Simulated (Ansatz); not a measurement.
Computed with Ansatz 0.2.0, DFT PBE, scalar-relativistic, plane waves, PAW. Settings: cutoff 420 eV, Γ-centred meshes spaced at most about 0.3 Å⁻¹, and about 0.25 Å⁻¹ or finer for metals (2π included), Gaussian smearing. No spin polarisation.

Temperature and zero-point effects are left out.

Two relaxed structures of Zn₂CdTe₃:

A.

```yaml
crystal:
  lattice:
    - [5.44469, 0.00000, 0.00000]
    - [0.00000, 5.44469, 0.00000]
    - [0.00000, 0.00000, 7.39417]
  atoms:
    - { symbol: Zn, position: [0.50000, 0.00000, 0.14864] }
    - { symbol: Zn, position: [0.00000, 0.50000, 0.14864] }
    - { symbol: Cd, position: [0.00000, 0.00000, 0.66363] }
    - { symbol: Te, position: [0.00000, 0.00000, 0.27304] }
    - { symbol: Te, position: [0.50000, 0.00000, 0.79705] }
    - { symbol: Te, position: [0.00000, 0.50000, 0.79705] }
```

B.

```yaml
crystal:
  lattice:
    - [-2.77700, 2.77700, 5.48854]
    - [2.77700, -2.77700, 5.48854]
    - [2.77700, 2.77700, -5.48854]
  atoms:
    - { symbol: Zn, position: [0.75050, 0.75050, 0.00000] }
    - { symbol: Zn, position: [0.24950, 0.24950, 0.00000] }
    - { symbol: Cd, position: [0.50000, 0.50000, 0.00000] }
    - { symbol: Te, position: [0.75000, 0.25000, 0.50000] }
    - { symbol: Te, position: [0.25000, 0.75000, 0.50000] }
    - { symbol: Te, position: [0.00000, 0.00000, 0.00000] }
```

**Question.** Which would you expect to be lower, and how large is the difference?

**Answer.** A is lower, by 54 meV/atom. A has space group P4mm (No. 99), 36.5 Å³/atom and no gap on its mesh; B has space group I4/mmm (No. 139), 28.2 Å³/atom and no gap. Counting Te atoms around Cd and Zn (those within 1.25 times the shortest such distance or 1.15 times the sum of covalent radii; a plus sign parts nearer from farther groups; the shortest distance is added where it is long for a bond), A has Zn 1+2, Cd 5 and B has Zn 5, Cd 12 from 3.9 Å. The lower one is the more open, so pressure narrows the difference. Even the lower one lies +0.06 eV/atom against the reference forms of the elements (uncorrected), so neither is stable at this level. Both come from invented guesses.

Spin–orbit coupling, which can matter for Te, is left out. Cells relaxed within their symmetry can be saddle points.
